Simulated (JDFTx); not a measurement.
# GaN (P6_3mc) in JDFTx: settings compared

The runs below take GaN through band structure, with LDA, PBE.

All numbers are computed with JDFTx 1.7.0 (patched build); they aren't measurements. Logs are shortened: lines on timing, memory, paths and dates and some standing lists are left out, and cuts for length are marked. The log counts tension as positive stress, the text compression.

**Measured values to compare with.**

“Studying electronic properties in GaN without electrical contacts using γ-γ vs e−-γ Perturbed Angular Correlations”, 2019, pmc:6823545 quotes, for a bulk crystal of GaN: band gap 3.503 ± 0.005 eV (direct).

How close the calculation comes is told below.

## 1. The crystal as given

Symmetry: P6_3mc, No. 186, hexagonal system. The conventional cell has a = 3.180 Å, b = 3.180 Å, c = 5.166 Å, α = 90.00°, β = 90.00°, γ = 120.00°. Ga (site symmetry 3m) is surrounded by 4 N at 1.94 to 1.95 Å. Around N (site symmetry 3m) lie 4 Ga at 1.94 to 1.95 Å.

## 2. Band structure, LDA

The input, bands.in:

```
lattice \
    3.1800000000    -1.5900000000     0.0000000000 \
    0.0000000000     2.7539607840     0.0000000000 \
    0.0000000000     0.0000000000     5.1660000000
latt-scale 1.889726124626 1.889726124626 1.889726124626
coords-type Lattice
ion Ga     0.6666666667     0.3333333333     0.5000000000 1
ion Ga     0.3333333333     0.6666666667     0.0000000000 1
ion N      0.6666666667     0.3333333333     0.8750000000 1
ion N      0.3333333333     0.6666666667     0.3750000000 1

ion-species pseudo/Ga.upf
ion-species pseudo/N.upf
elec-cutoff 42 336
elec-ex-corr lda-PW
elec-smearing Fermi 0.0018374661
elec-n-bands 25
electronic-minimize nIterations 30 energyDiffThreshold 1e-06
davidson-band-ratio 1.3
forces-output-coords Cartesian
include path.kpoints
symmetries none
fix-electron-density run.$VAR

dump-name bands.$VAR
dump End Ecomponents EigStats BandEigs Kpoints Forces
```

The input, path.kpoints:

```
kpoint +0.0000000000 +0.0000000000 +0.0000000000 0.020000000000
kpoint +0.0833333333 +0.0000000000 +0.0000000000 0.020000000000
kpoint +0.1666666667 +0.0000000000 +0.0000000000 0.020000000000
kpoint +0.2500000000 +0.0000000000 +0.0000000000 0.020000000000
kpoint +0.3333333333 +0.0000000000 +0.0000000000 0.020000000000
kpoint +0.4166666667 +0.0000000000 +0.0000000000 0.020000000000
kpoint +0.5000000000 +0.0000000000 +0.0000000000 0.020000000000
kpoint +0.4444444444 +0.1111111111 +0.0000000000 0.020000000000
kpoint +0.3888888889 +0.2222222222 +0.0000000000 0.020000000000
kpoint +0.3333333333 +0.3333333333 +0.0000000000 0.020000000000
kpoint +0.2916666667 +0.2916666667 +0.0000000000 0.020000000000
kpoint +0.2500000000 +0.2500000000 +0.0000000000 0.020000000000
kpoint +0.2083333333 +0.2083333333 +0.0000000000 0.020000000000
kpoint +0.1666666667 +0.1666666667 +0.0000000000 0.020000000000
kpoint +0.1250000000 +0.1250000000 +0.0000000000 0.020000000000
kpoint +0.0833333333 +0.0833333333 +0.0000000000 0.020000000000
kpoint +0.0416666667 +0.0416666667 +0.0000000000 0.020000000000
kpoint +0.0000000000 +0.0000000000 +0.0000000000 0.020000000000
kpoint +0.0000000000 +0.0000000000 +0.1666666667 0.020000000000
kpoint +0.0000000000 +0.0000000000 +0.3333333333 0.020000000000
kpoint +0.0000000000 +0.0000000000 +0.5000000000 0.020000000000
kpoint +0.0714285714 +0.0000000000 +0.5000000000 0.020000000000
kpoint +0.1428571429 +0.0000000000 +0.5000000000 0.020000000000
kpoint +0.2142857143 +0.0000000000 +0.5000000000 0.020000000000
kpoint +0.2857142857 +0.0000000000 +0.5000000000 0.020000000000
kpoint +0.3571428571 +0.0000000000 +0.5000000000 0.020000000000
kpoint +0.4285714286 +0.0000000000 +0.5000000000 0.020000000000
kpoint +0.5000000000 +0.0000000000 +0.5000000000 0.020000000000
kpoint +0.4583333333 +0.0833333333 +0.5000000000 0.020000000000
kpoint +0.4166666667 +0.1666666667 +0.5000000000 0.020000000000
kpoint +0.3750000000 +0.2500000000 +0.5000000000 0.020000000000
kpoint +0.3333333333 +0.3333333333 +0.5000000000 0.020000000000
kpoint +0.2962962963 +0.2962962963 +0.5000000000 0.020000000000
kpoint +0.2592592593 +0.2592592593 +0.5000000000 0.020000000000
kpoint +0.2222222222 +0.2222222222 +0.5000000000 0.020000000000
kpoint +0.1851851852 +0.1851851852 +0.5000000000 0.020000000000
kpoint +0.1481481481 +0.1481481481 +0.5000000000 0.020000000000
kpoint +0.1111111111 +0.1111111111 +0.5000000000 0.020000000000
kpoint +0.0740740741 +0.0740740741 +0.5000000000 0.020000000000
kpoint +0.0370370370 +0.0370370370 +0.5000000000 0.020000000000
kpoint +0.0000000000 +0.0000000000 +0.5000000000 0.020000000000
kpoint +0.5000000000 +0.0000000000 +0.5000000000 0.020000000000
kpoint +0.5000000000 +0.0000000000 +0.3750000000 0.020000000000
kpoint +0.5000000000 +0.0000000000 +0.2500000000 0.020000000000
kpoint +0.5000000000 +0.0000000000 +0.1250000000 0.020000000000
kpoint +0.5000000000 +0.0000000000 +0.0000000000 0.020000000000
kpoint +0.3333333333 +0.3333333333 +0.0000000000 0.020000000000
kpoint +0.3333333333 +0.3333333333 +0.1666666667 0.020000000000
kpoint +0.3333333333 +0.3333333333 +0.3333333333 0.020000000000
kpoint +0.3333333333 +0.3333333333 +0.5000000000 0.020000000000
```

Potentials or basis: PseudoDojo-SR-LDA-0.4.1-standard.

The run is started by

```
jdftx -c 1 -i bands.in -o bands.out
```

What it wrote:

```text
*************** JDFTx 1.7.0 (patched build) ***************

Input parsed successfully to the following command list (including defaults):
[... the input with its defaults ...]

---------- Initializing the Grid ----------
R =
[      6.00933     -3.00466            0  ]
[            0      5.20423            0  ]
[            0            0      9.76233  ]
unit cell volume = 305.306
G =
[    1.04557   0.603661         -0  ]
[          0    1.20732          0  ]
[          0         -0   0.643616  ]
Minimum fftbox size, Smin = [  52  52  84  ]
Chosen fftbox size, S = [  54  54  84  ]

---------- Initializing tighter grid for wavefunction operations ----------
R =
[      6.00933     -3.00466            0  ]
[            0      5.20423            0  ]
[            0            0      9.76233  ]
unit cell volume = 305.306
G =
[    1.04557   0.603661         -0  ]
[          0    1.20732          0  ]
[          0         -0   0.643616  ]
Minimum fftbox size, Smin = [  36  36  60  ]
Chosen fftbox size, S = [  36  36  60  ]

---------- Exchange Correlation functional ----------
Initalized Slater LDA exchange.
Initalized Perdew-Wang LDA correlation.

---------- Setting up pseudopotentials ----------
Width of ionic core gaussian charges (only for fluid interactions / plotting) set to 0

Reading pseudopotential file 'pseudo/Ga.upf':
  'Ga' pseudopotential, 'SLA  PW   NOGX NOGC' functional
  Generated using ONCVPSP code by D. R. Hamann
  13 valence electrons, 3 orbitals, 6 projectors, 1001 radial grid points, with lMax = 2
    3D    l: 2   occupation: 10.0   eigenvalue: -0.713198
    4S    l: 0   occupation:  2.0   eigenvalue: -0.337001
    4P    l: 1   occupation:  1.0   eigenvalue: -0.100440
  Core radius for overlap checks: 1.84 bohrs.

Reading pseudopotential file 'pseudo/N.upf':
  'N' pseudopotential, 'SLA  PW   NOGX NOGC' functional
  Generated using ONCVPSP code by D. R. Hamann
  5 valence electrons, 2 orbitals, 4 projectors, 1001 radial grid points, with lMax = 1
    2S    l: 0   occupation:  2.0   eigenvalue: -0.676963
    2P    l: 1   occupation:  3.0   eigenvalue: -0.266038
  Core radius for overlap checks: 1.31 bohrs.

Initialized 2 species with 4 total atoms.

Folded 50 k-points by 1x1x1 to 50 k-points.

---------- Setting up k-points, bands, fillings ----------
No reducable k-points.
Computing the number of bands and number of electrons
Calculating initial fillings.
nElectrons:  36.000000   nBands: 25   nStates: 50

----- Setting up reduced wavefunction bases (one per k-point) -----
average nbasis = 3971.500 , ideal nbasis = 3969.208

---------- Setting up ewald sum ----------
Optimum gaussian width for ewald sums = 2.132122 bohr.
Real space sum over 1089 unit cells with max indices [  5  5  4  ]
Reciprocal space sum over 2873 terms with max indices [  6  6  8  ]

---------- Allocating electronic variables ----------
Reading n from file 'run.n' ... done
Initializing wave functions:  linear combination of atomic orbitals

----------- Band structure minimization -------------
Minimization will be done independently for each quantum number.

---- Minimization of quantum number:     0  [ +0.0000000 +0.0000000 +0.0000000 ]  0.040000000 ----
BandDavidson: Iter:   0  Eband: +0.227472579536243
BandDavidson: Iter:   1  Eband: +0.214260512236483  dEband: -1.321207e-02
BandDavidson: Iter:   2  Eband: +0.212549974363489  dEband: -1.710538e-03
BandDavidson: Iter:   3  Eband: +0.212294682120586  dEband: -2.552922e-04
[... 713 lines of inner loops ...]
BandDavidson: Iter:   9  Eband: +0.199436638535318  dEband: -2.333935e-06
BandDavidson: Iter:  10  Eband: +0.199435830517023  dEband: -8.080183e-07
BandDavidson: Converged (dEband<1.000000e-06)
	FillingsUpdate:  mu: +0.421384242  nElectrons: 36.000000

Dumping 'bands.eigStats' ...
	eMin: -0.201663 at state 17 ( [ +0.000000 +0.000000 +0.000000 ] spin 0 )
	HOMO: +0.383449 at state 0 ( [ +0.000000 +0.000000 +0.000000 ] spin 0 )
	mu  : +0.421384
	LUMO: +0.457346 at state 17 ( [ +0.000000 +0.000000 +0.000000 ] spin 0 )
	eMax: +0.894412 at state 49 ( [ +0.333333 +0.333333 +0.500000 ] spin 0 )
	HOMO-LUMO gap: +0.073897
	Optical gap  : +0.073897 at state 17 ( [ +0.000000 +0.000000 +0.000000 ] spin 0 )
Done!
[note: mu, HOMO and LUMO in a band run belong to the points of the path alone and aren't those of the crystal]
```

Run time: 45 s. Hardware: 1 thread of Arm Neoverse V2, shared host; peak memory 0.14 GiB.

Results:

* Band gap along the path: 2.01 eV, direct

Levels at the corners of the path, in eV from the valence-band top:
```tsv
point	band 16	band 17	band 18	band 19	band 20
Γ	-0.06	0.00	0.00	2.01	4.23
M	-2.80	-2.30	-1.00	4.95	5.55
K	-3.07	-3.07	-2.75	5.01	7.76
Γ	-0.06	0.00	0.00	2.01	4.23
A	-0.55	-0.55	-0.55	4.26	4.26
L	-1.98	-1.94	-1.94	4.34	4.34
H	-4.27	-1.52	-1.52	6.41	6.41
A	-0.55	-0.55	-0.55	4.26	4.26
L	-1.98	-1.94	-1.94	4.34	4.34
M	-2.80	-2.30	-1.00	4.95	5.55
K	-3.07	-3.07	-2.75	5.01	7.76
H	-4.27	-1.52	-1.52	6.41	6.41
```

## 3. Band structure, PBE

The input, bands.in:

```
lattice \
    6.0093290763    -3.0046645382     0.0000000000 \
    0.0000000000     5.2042316397     0.0000000000 \
    0.0000000000     0.0000000000     9.7623251598
coords-type Cartesian
ion Ga     3.0046645385     1.7347438797     4.8811625799 1
ion Ga    -0.0000000003     3.4694877600     0.0000000000 1
ion N      3.0046645385     1.7347438797     8.5420345148 1
ion N     -0.0000000003     3.4694877600     3.6608719349 1

ion-species pseudo/Ga.upf
ion-species pseudo/N.upf
elec-cutoff 42 336
elec-ex-corr gga-PBE
elec-smearing Fermi 0.0018374661
elec-n-bands 25
electronic-minimize nIterations 30 energyDiffThreshold 1e-06
davidson-band-ratio 1.3
forces-output-coords Cartesian
include path.kpoints
symmetries none
fix-electron-density run.$VAR

dump-name bands.$VAR
dump End Ecomponents EigStats BandEigs Kpoints Forces
```

path.kpoints is that of step 2.

Potentials or basis: PseudoDojo-SR-PBE-0.5-standard.

The run is started by

```
jdftx -c 1 -i bands.in -o bands.out
```

What it wrote:

```text
*************** JDFTx 1.7.0 (patched build) ***************

Input parsed successfully to the following command list (including defaults):
[... the input with its defaults ...]

---------- Initializing the Grid ----------
R =
[      6.00933     -3.00466            0  ]
[            0      5.20423            0  ]
[            0            0      9.76233  ]
unit cell volume = 305.306
G =
[    1.04557   0.603661         -0  ]
[          0    1.20732          0  ]
[          0         -0   0.643616  ]
Minimum fftbox size, Smin = [  52  52  84  ]
Chosen fftbox size, S = [  54  54  84  ]

---------- Initializing tighter grid for wavefunction operations ----------
R =
[      6.00933     -3.00466            0  ]
[            0      5.20423            0  ]
[            0            0      9.76233  ]
unit cell volume = 305.306
G =
[    1.04557   0.603661         -0  ]
[          0    1.20732          0  ]
[          0         -0   0.643616  ]
Minimum fftbox size, Smin = [  36  36  60  ]
Chosen fftbox size, S = [  36  36  60  ]

[... 31 lines left out ...]
Calculating initial fillings.
nElectrons:  36.000000   nBands: 25   nStates: 50

----- Setting up reduced wavefunction bases (one per k-point) -----
average nbasis = 3971.500 , ideal nbasis = 3969.208

---------- Setting up ewald sum ----------
Optimum gaussian width for ewald sums = 2.132122 bohr.
Real space sum over 1089 unit cells with max indices [  5  5  4  ]
Reciprocal space sum over 2873 terms with max indices [  6  6  8  ]

---------- Allocating electronic variables ----------
Reading n from file 'run.n' ... done
Initializing wave functions:  linear combination of atomic orbitals

----------- Band structure minimization -------------
Minimization will be done independently for each quantum number.

---- Minimization of quantum number:     0  [ +0.0000000 +0.0000000 +0.0000000 ]  0.040000000 ----
BandDavidson: Iter:   0  Eband: +0.244258876483911
BandDavidson: Iter:   1  Eband: +0.230207421362962  dEband: -1.405146e-02
BandDavidson: Iter:   2  Eband: +0.228444030014393  dEband: -1.763391e-03
BandDavidson: Iter:   3  Eband: +0.228166876976128  dEband: -2.771530e-04
[... 708 lines of inner loops ...]
BandDavidson: Iter:  10  Eband: +0.215377070692047  dEband: -1.191255e-06
BandDavidson: Iter:  11  Eband: +0.215376654194423  dEband: -4.164976e-07
BandDavidson: Converged (dEband<1.000000e-06)
	FillingsUpdate:  mu: +0.434870270  nElectrons: 36.000000

Dumping 'bands.eigStats' ...
	eMin: -0.192509 at state 17 ( [ +0.000000 +0.000000 +0.000000 ] spin 0 )
	HOMO: +0.396995 at state 0 ( [ +0.000000 +0.000000 +0.000000 ] spin 0 )
	mu  : +0.434870
	LUMO: +0.470746 at state 17 ( [ +0.000000 +0.000000 +0.000000 ] spin 0 )
	eMax: +0.914179 at state 31 ( [ +0.333333 +0.333333 +0.500000 ] spin 0 )
	HOMO-LUMO gap: +0.073752
	Optical gap  : +0.073752 at state 17 ( [ +0.000000 +0.000000 +0.000000 ] spin 0 )
Done!
[note: mu, HOMO and LUMO in a band run belong to the points of the path alone and aren't those of the crystal]
```

Wall time 45 s (1 thread of Arm Neoverse V2, shared host); peak memory 0.15 GiB.

Results:

- Band gap along the path: 2.01 eV, direct

Levels at the corners of the path, in eV from the valence-band top:
```csv
point,band 14,band 15,band 16,band 17,band 18,band 19,band 20
Γ,-1.06,-1.06,-0.06,0.00,0.00,2.01,4.34
M,-5.28,-4.26,-2.77,-2.25,-0.98,5.11,5.64
K,-5.34,-5.32,-3.03,-3.03,-2.71,5.16,7.90
Γ,-1.06,-1.06,-0.06,0.00,0.00,2.01,4.34
A,-3.86,-0.54,-0.54,-0.54,-0.54,4.33,4.33
L,-6.63,-1.95,-1.95,-1.92,-1.92,4.46,4.46
H,-6.19,-4.21,-4.21,-1.50,-1.50,6.53,6.53
A,-3.86,-0.54,-0.54,-0.54,-0.54,4.33,4.33
L,-6.63,-1.95,-1.95,-1.92,-1.92,4.46,4.46
M,-5.28,-4.26,-2.77,-2.25,-0.98,5.11,5.64
K,-5.34,-5.32,-3.03,-3.03,-2.71,5.16,7.90
H,-6.19,-4.21,-4.21,-1.50,-1.50,6.53,6.53
```

## 4. Comparison with measurements

Step 2. Measured gap of GaN: 3.503 eV (direct; quoted in “Studying electronic properties in GaN without electrical contacts using γ-γ vs e−-γ Perturbed Angular Correlations”, 2019, pmc:6823545). This calculation gives 2.01 eV (-1.49 eV). Spin-orbit coupling on Ga is left out. The value is that of LDA, without temperature or zero-point motion. Semilocal functionals fall short of measured gaps as a rule.

Step 3. Measured gap of GaN: 3.503 eV (direct; quoted in “Studying electronic properties in GaN without electrical contacts using γ-γ vs e−-γ Perturbed Angular Correlations”, 2019, pmc:6823545). This calculation gives 2.01 eV (-1.50 eV). Spin-orbit coupling on Ga is left out. The value is that of PBE, without temperature or zero-point motion. Semilocal functionals fall short of measured gaps as a rule.
